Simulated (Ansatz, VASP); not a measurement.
# Two plane-wave programs on MoS2

```xyz
3
Lattice="6.4149 0.0000 0.0000 5.6366 3.0627 0.0000 5.6366 1.4324 2.7070" Properties=species:S:1:pos:R:3 pbc="T T T"
Mo    0.0000    0.0000    0.0000
S     7.3759    1.8744    1.1288
S     4.4220    1.1238    0.6768
```

Measurements of this composition are mostly on another form, of space group No. 194.

Alike in both runs: functional PBE; dispersion D4; k mesh 10 × 10 × 10; occupations gaussian, width 0.01 eV; no spin polarisation.

|  | VASP | Ansatz |
| --- | --- | --- |
| version | VASP 6.6.1 | Ansatz 0.2.0 |
| potentials or method | VASP PAW PBE potentials, release 64 (Mo_sv, S) | Ansatz NC with PseudoDojo standard (PBE files) |
| plane-wave cutoff (eV) | 520 | 1088 |
| valence electrons in the cell | 26 | 26 |
| task | single point | projected density of states |

Ansatz gave:

```
gap on the k mesh at the Fermi level (eV)       : 0.96
least direct gap on the mesh (eV)               : 1.96
pressure (GPa)                                  : 1.7
largest component of the traceless stress (GPa) : 1.34
rms of the force components (eV/Å)              : 0.222
dispersion energy (meV/atom)                    : -427.9
```

**Question.** Which values does VASP return?

**Answer.** gap on the k mesh at the Fermi level (eV): 0.97; least direct gap on the mesh (eV): 1.96; pressure (GPa): 1.6; largest component of the traceless stress (GPa): 1.28; rms of the force components (eV/Å): 0.211; dispersion energy (meV/atom): -430.2.

Atom by atom the forces differ by 0.011 eV/Å (rms over components).

Caveats: the density of states is complete only up to the lowest level of the last band computed (Ansatz). A k mesh can miss the band edges. A hybrid or GW would open this gap; PBE tends to underestimate it.
